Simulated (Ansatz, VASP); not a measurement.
## Two plane-wave programs on C

```xyz
4
Lattice="2.4991 0.0000 0.0000 -1.2496 2.1643 0.0000 0.0000 0.0000 4.1190" Properties=species:S:1:pos:R:3 pbc="T T T"
C     0.0000    1.4429   -0.0011
C     1.2496    0.7214    2.0584
C     0.0000    1.4429    1.5416
C     1.2496    0.7214    3.6011
```

Alike in both runs: task single point; functional PBEsol; k mesh 9 × 9 × 6; no spin polarisation.

|  | VASP | Ansatz |
| --- | --- | --- |
| version | VASP 6.6.1 | Ansatz 0.2.0 |
| potentials or method | VASP PAW PBE potentials, release 64 (C) | scalar-relativistic, plane waves, PAW |
| plane-wave cutoff (eV) | 520 | 600 |
| occupations | gaussian, width 0.01 eV | fixed |
| valence electrons in the cell | 16 | 16 |

|  | VASP | Ansatz | Ansatz less VASP |
| --- | --- | --- | --- |
| gap on the k mesh at the Fermi level (eV) | 3.03 | 3.05 | +0.021 |
| least direct gap on the mesh (eV) | 4.81 | 4.82 | +0.009 |

Ansatz warned: «pseudo_functional_mismatch».

Caveats: an odd mesh through Γ misses points on the zone boundary, where band edges often lie.
